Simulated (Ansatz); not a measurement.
## HfO2 in the CdI2-type structure

Method: PBEsol, scalar-relativistic; no spin polarisation; PAW, 420 eV, 12×12×6 k-mesh, Gaussian smearing of 0.05 eV; code Ansatz; PAW files: Ansatz's generated set soft_2.

```xyz
3
Lattice="3.2188 0.0000 0.0000 -1.6094 2.7875 0.0000 0.0000 0.0000 5.1068" Properties=species:S:1:pos:R:3 pbc="T T T"
Hf    0.0000    0.0000    0.0000
O     0.0000    1.8584    0.9652
O     1.6094    0.9292    4.1415
```

This is a trial structure; measured cells of the compound in the Crystallography Open Database are in space groups P21/c, Pbca, Fm-3m.

At this volume the pressure is 0.05 GPa.

The cell has space group P-3m1 (read at 0.01 Å). In it the stress is 0.05, 0.05, 0.05, 0.00, 0.00, 0.00 GPa and the largest force component 0.003 eV/Å. Each change below starts from this cell, without further relaxation. Stress is in GPa, positive in compression, in the order xx, yy, zz, yz, xz, xy; energies are counted from the cell above.

What happens when atom 3 (O) is moved by 0.05 Å along y?

The energy changes by 12.9 meV per cell, and the force on it along the shift is -0.527 eV/Å (−F/u = 10.55 eV/Å²). Stress: -0.66, 1.11, 0.21, 2.80, 0.00, 0.00. The gap on the mesh goes from 4.72 eV to 4.62 eV.
```tsv
atom	Fx (eV/Å)	Fy	Fz
Hf1	0.000	0.222	0.038
O2	0.000	0.305	0.001
O3	0.000	-0.527	-0.039
```
In a harmonic crystal the energy would rise by −½F·u = ½ × 10.55 × 0.05² eV = 13.2 meV, which matches.

What stress follows from an engineering strain of 1 % in xx, atoms carried along?

-3.95, -1.27, -0.84, 0.30, 0.00, 0.00 GPa; the energy changes by 5.6 meV per cell. The gap on the mesh goes from 4.72 eV to 4.65 eV.
| atom | Fx (eV/Å) | Fy | Fz |
| --- | --- | --- | --- |
| Hf1 | 0.000 | 0.000 | 0.000 |
| O2 | 0.000 | 0.042 | -0.135 |
| O3 | 0.000 | -0.042 | 0.135 |
The change of the stress over the strain gives a clamped-atom stiffness of about 400 GPa for this component, a secant value that lies under the elastic constant in tension and over it in compression, by several per cent for each per cent of strain.
In a harmonic crystal the energy would rise by V(½Cε² − σ₀ε), with σ₀ the stress of the unstrained cell, = 5.6 meV, which matches.

Semilocal functionals underestimate band gaps, commonly by a third or more. Scalar-relativistic only: spin–orbit splittings of the heavy atoms' levels are missing.
